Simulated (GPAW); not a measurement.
PbSe (Clausthalite):

```xyz
2
Lattice="0.0000 3.0606 3.0606 3.0606 0.0000 3.0606 3.0606 3.0606 0.0000" Properties=species:S:1:pos:R:3 pbc="T T T"
Pb    0.0000    0.0000    0.0000
Se    3.0606    3.0606    3.0606
```

Base run:

- Program: GPAW 26.7.0
- Functional: PBE
- Potentials or basis: GPAW PAW data sets (gpaw-data 1.2.1)
- Cutoff: 500 eV
- Basis: pw
- k mesh: 6 × 6 × 6
- Occupations: fermi-dirac, width 0.05 eV
- Spin: no spin polarisation

Its results: band gap on the k mesh 0.24 eV, direct; pressure 2.0 GPa.

**Question.** The run is repeated on the same cell with these changes: functional from PBE to LDA; potentials or basis from GPAW PAW data sets (gpaw-data 1.2.1) to the program's PAW data sets (release 1.2.1) made for this functional; cutoff from 500 eV to 450 eV. What comes out?

**Answer.** Band gap on the k mesh 0.15 eV, direct; pressure -3.1 GPa.

Caveats: the cutoff is short for stress and forces, so pressures can be off by a GPa or more; spin-orbit coupling is left out, which as a rule narrows the gap of such compounds by several tenths of an eV.

A k mesh can miss the band edges.
